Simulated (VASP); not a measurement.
# BaO (Fm-3m) in VASP: elastic constants with PBEsol

Aim: the elastic constants of BaO with PBEsol.

All numbers are computed with VASP 6.6.1; they aren't measurements. Logs are shortened: lines on timing, memory, paths and dates and some standing lists are left out, and cuts for length are marked.

**1. Starting point**

The structure is cubic, space group Fm-3m (No. 225). Conventional cell: a = 5.532 Å, b = 5.532 Å, c = 5.532 Å, α = 90.00°, β = 90.00°, γ = 90.00°. Around Ba (site symmetry m-3m) lie 6 O at 2.77 Å. O (site symmetry m-3m) is surrounded by 6 Ba at 2.77 Å.

**2. Elastic constants, PBEsol**

The input, POSCAR:

```
BaO
1.0
    0.0000000000      2.7660512413      2.7660512413
    2.7660512413      0.0000000000      2.7660512413
    2.7660512413      2.7660512413      0.0000000000
  Ba              O
     1     1
Direct
     0.0000000000000000    0.0000000000000000    0.0000000000000000
     0.5000000000000000    0.5000000000000000    0.5000000000000000
```

The input, INCAR.step1:

```
SYSTEM = BaO
PREC = Accurate ; ENCUT = 600
EDIFF = 1E-8 ; ISMEAR = 0
SIGMA = 0.03 ; LREAL = .FALSE.
LASPH = .TRUE. ; NELM = 80
ALGO = Normal ; ISIF = 3
LWAVE = .FALSE. ; LCHARG = .FALSE.
GGA = PS ; IBRION = 2
NSW = 40 ; EDIFFG = -0.002
```

The input, INCAR.step2:

```
SYSTEM = BaO
PREC = Accurate ; ENCUT = 600
EDIFF = 1E-8 ; ISMEAR = 0
SIGMA = 0.03 ; LREAL = .FALSE.
LASPH = .TRUE. ; NELM = 80
ALGO = Normal ; ISIF = 3
LWAVE = .FALSE. ; LCHARG = .FALSE.
GGA = PS ; IBRION = 6
NFREE = 2 ; POTIM = 0.015
NSW = 1
```

The input, KPOINTS:

```
Automatic mesh
0
G
  8 8 8
  0 0 0
```

Potentials or basis: VASP PAW PBE potentials, release 64 (Ba_sv, O).

Run with:

```bash
> cat potpaw_PBE.64/Ba_sv/POTCAR potpaw_PBE.64/O/POTCAR > POTCAR
> cp INCAR.step1 INCAR
> mpirun -np 1 vasp_std > vasp.out
> cp CONTCAR POSCAR
> cp INCAR.step2 INCAR
> mpirun -np 1 vasp_std > vasp.out
```

OUTCAR:

```text
SYSTEM = BaO
   PREC = Accurate
   ENCUT = 600
   EDIFF = 1E-8
   ISMEAR = 0
   LREAL = .FALSE.
   LASPH = .TRUE.
   NELM = 80
   ISIF = 3
   GGA = PS
   IBRION = 6
   NFREE = 2
   POTIM = 0.015
   NSW = 1

 ion  position               nearest neighbor table
   1  0.000  0.000  0.000-   2 2.77   2 2.77   2 2.77   2 2.77   2 2.77   2 2.77
   2  0.500  0.500  0.500-   1 2.77   1 2.77   1 2.77   1 2.77   1 2.77   1 2.77

  LATTYP: Found a face centered cubic cell.
 ALAT       =     5.5321024826

  Lattice vectors:

 A1 = (   0.0000000000,   2.7660512413,   2.7660512413)
 A2 = (   2.7660512413,   0.0000000000,   2.7660512413)
 A3 = (   2.7660512413,   2.7660512413,   0.0000000000)

Analysis of symmetry for initial positions (statically):
=====================================================================
 Subroutine PRICEL returns:
 Original cell was already a primitive cell.

 Routine SETGRP: Setting up the symmetry group for a
 face centered cubic supercell.

 Subroutine GETGRP returns: Found 48 space group operations
 (whereof 48 operations were pure point group operations)
 out of a pool of 48 trial point group operations.

The static configuration has the point symmetry O_h .

Analysis of symmetry for dynamics (positions and initial velocities):
=====================================================================
 Subroutine PRICEL returns:
 Original cell was already a primitive cell.

 Routine SETGRP: Setting up the symmetry group for a
 face centered cubic supercell.

 Subroutine GETGRP returns: Found 48 space group operations
 (whereof 48 operations were pure point group operations)
 out of a pool of 48 trial point group operations.

The dynamic configuration has the point symmetry O_h .

 Subroutine INISYM returns: Found 48 space group operations
 (whereof 48 operations are pure point group operations),
[... 355 lines left out ...]
      8       1.3676      2.00000
      9       5.1132      0.00000
     10       6.3631      0.00000
     11       6.3638      0.00000
     12       6.3638      0.00000
[... 331 lines left out ...]
 k-point    24 :      -0.3750    0.2500    0.1250
  band No.  band energies     occupation
      1     -23.8053      2.00000
      2     -13.7914      2.00000
      3      -9.2475      2.00000
      4      -9.2300      2.00000
      5      -8.7047      2.00000
      6       0.1417      2.00000
      7       0.7720      2.00000
      8       0.8426      2.00000
      9       6.5090      0.00000
     10       7.1161      0.00000
     11       9.5623      0.00000
     12       9.6032      0.00000

 [... further k-points ...]
[... 5 lines left out ...]
  --------------------------------------------------------------------------------------
  -------------------------------------------------------------------------------------
  Total        0.0012418     -0.0029894     -0.0029894     -0.0000000      0.0000000     -0.0000000
  in kB        0.0470056     -0.1131559     -0.1131559     -0.0000000      0.0000000     -0.0000000
  external PRESSURE =      -0.0597687 kB  Pullay stress =       0.0000000 kB
[... 17 lines left out ...]
  FREE ENERGIE OF THE ION-ELECTRON SYSTEM (eV)
  ---------------------------------------------------
  free  energy   TOTEN  =       -12.4011271320 eV

  energy  without entropy=      -12.4011271320  energy(sigma->0) =      -12.40112713

 INTERNAL STRAIN TENSORS FROM STRAINED CELLS
 ============================================

 INTERNAL STRAIN TENSOR FOR ION    1 for displacements in x,y,z  (eV/Angst):
          X           Y           Z          XY          YZ          ZX
  --------------------------------------------------------------------------------
  x     0.00000     0.00000    -0.00000    -0.00000    -0.00000     0.00000
  y    -0.00000    -0.00000     0.00000    -0.00000    -0.00000     0.00000
  z     0.00000    -0.00000    -0.00000     0.00000    -0.00000    -0.00000

 INTERNAL STRAIN TENSORS FROM DISPLACED ATOMS
 ============================================

 INTERNAL STRAIN TENSOR FOR ION    1 for displacements in x,y,z  (eV/Angst):
          X           Y           Z          XY          YZ          ZX
  --------------------------------------------------------------------------------
  x     0.00000     0.00000     0.00000     0.00000     0.00000     0.00000
  y     0.00000     0.00000     0.00000     0.00000     0.00000     0.00000
  z     0.00000     0.00000     0.00000     0.00000     0.00000     0.00000

 INTERNAL STRAIN TENSOR FOR ION    2 for displacements in x,y,z  (eV/Angst):
          X           Y           Z          XY          YZ          ZX
  --------------------------------------------------------------------------------
  x     0.00000     0.00000     0.00000     0.00000     0.00000     0.00000
  y     0.00000     0.00000     0.00000     0.00000     0.00000     0.00000
  z     0.00000     0.00000     0.00000     0.00000     0.00000     0.00000

 Eigenvectors and eigenvalues of the dynamical matrix
 ----------------------------------------------------

   1 f  =    3.042933 THz    19.119313 2PiTHz  101.501328 cm-1    12.584555 meV
             X         Y         Z           dx          dy          dz
      0.000000  0.000000  0.000000     0.000000    0.322956    0.000000
      2.766051  2.766051  2.766051     0.000000   -0.946414    0.000000
[... 21 lines left out ...]
   6 f/i=    0.000255 THz     0.001604 2PiTHz    0.008515 cm-1     0.001056 meV
             X         Y         Z           dx          dy          dz
      0.000000  0.000000  0.000000     0.000000    0.000000    0.946414
      2.766051  2.766051  2.766051     0.000000    0.000000    0.322956

--------------------------------------------------------------------------------------------------------

 ELASTIC MODULI CONTR FROM IONIC RELAXATION (kBar)
 Direction    XX          YY          ZZ          XY          YZ          ZX
 --------------------------------------------------------------------------------
 XX           0.0000      0.0000      0.0000      0.0000      0.0000      0.0000
 YY           0.0000      0.0000      0.0000      0.0000      0.0000      0.0000
 ZZ           0.0000      0.0000      0.0000      0.0000      0.0000      0.0000
 XY           0.0000      0.0000      0.0000      0.0000      0.0000      0.0000
 YZ           0.0000      0.0000      0.0000      0.0000      0.0000      0.0000
 ZX           0.0000      0.0000      0.0000      0.0000      0.0000      0.0000
 --------------------------------------------------------------------------------

 TOTAL ELASTIC MODULI (kBar)
 Direction    XX          YY          ZZ          XY          YZ          ZX
 --------------------------------------------------------------------------------
 XX        1415.0590    442.0016    442.0016     -0.0000      0.0000      0.0000
 YY         442.0016   1415.0590    442.0016      0.0000      0.0000      0.0000
 ZZ         442.0016    442.0016   1415.0590      0.0000     -0.0000      0.0000
 XY          -0.0000      0.0000      0.0000    356.4253      0.0000      0.0000
 YZ           0.0000      0.0000     -0.0000      0.0000    356.4253      0.0000
 ZX           0.0000      0.0000      0.0000      0.0000      0.0000    356.4253
 --------------------------------------------------------------------------------
```

OSZICAR.step1:

```text
N       E                     dE             d eps       ncg     rms          rms(c)
DAV:   1     0.961745246032E+02    0.96175E+02   -0.88784E+03   696   0.140E+03
DAV:   2    -0.931133421072E+01   -0.10549E+03   -0.95222E+02  1008   0.245E+02
DAV:   3    -0.146609350143E+02   -0.53496E+01   -0.52733E+01   900   0.581E+01
DAV:   4    -0.147606303734E+02   -0.99695E-01   -0.99674E-01   848   0.787E+00
DAV:   5    -0.147625783545E+02   -0.19480E-02   -0.19479E-02   900   0.101E+00    0.905E+00
DAV:   6    -0.126479483743E+02    0.21146E+01   -0.11943E+01   792   0.257E+01    0.645E+00
DAV:   7    -0.124352858649E+02    0.21266E+00   -0.10051E+00   800   0.843E+00    0.222E+00
DAV:   8    -0.123982765551E+02    0.37009E-01   -0.96457E-02   792   0.337E+00    0.500E-01
DAV:   9    -0.124005807030E+02   -0.23041E-02   -0.62009E-03   964   0.684E-01    0.169E-01
DAV:  10    -0.124012746029E+02   -0.69390E-03   -0.15712E-03   820   0.357E-01    0.544E-02
DAV:  11    -0.124011833582E+02    0.91245E-04   -0.22177E-04   884   0.141E-01    0.128E-02
DAV:  12    -0.124011899629E+02   -0.66047E-05   -0.23071E-05   800   0.447E-02    0.833E-03
DAV:  13    -0.124011878045E+02    0.21583E-05   -0.99443E-06   876   0.233E-02    0.425E-03
DAV:  14    -0.124011878554E+02   -0.50806E-07   -0.92468E-07   804   0.859E-03    0.151E-03
DAV:  15    -0.124011878741E+02   -0.18699E-07   -0.56463E-08   872   0.217E-03    0.148E-04
DAV:  16    -0.124011878696E+02    0.44522E-08   -0.17364E-09   428   0.362E-04
   1 F= -.12401188E+02 E0= -.12401188E+02  d E =-.124012E+02
```

It took 3.6 min on 1 thread of Intel Xeon 6975P-C (Granite Rapids), shared host; peak memory 0.33 GiB.

What came out:

| Property | Result |
| --- | --- |
| Elastic constants C11, C12, C44 | 142, 44, 36 GPa |
| Voigt bulk modulus | 77 GPa |
| Highest phonon frequency at Γ, LO-TO splitting left out | 102 cm⁻¹ |

Phonon frequencies in cm⁻¹ (negative: imaginary):
```tsv
q point	frequencies
(0.000, 0.000, 0.000)	0 0 0 102 102 102
```

Elastic tensor in Voigt notation (GPa, in the Cartesian axes of the cell as first typed):
```
142  44  44   0   0   0
 44 142  44   0   0   0
 44  44 142   0   0   0
  0   0   0  36   0   0
  0   0   0   0  36   0
  0   0   0   0   0  36
```

Clamped-ion elastic tensor (GPa):
```
142  44  44   0   0   0
 44 142  44   0   0   0
 44  44 142   0   0   0
  0   0   0  36   0   0
  0   0   0   0  36   0
  0   0   0   0   0  36
```

Caveat: the PAW data sets were made with another functional, which shifts forces and pressure a little. Spin-orbit coupling is left out, which matters for the levels of Ba.
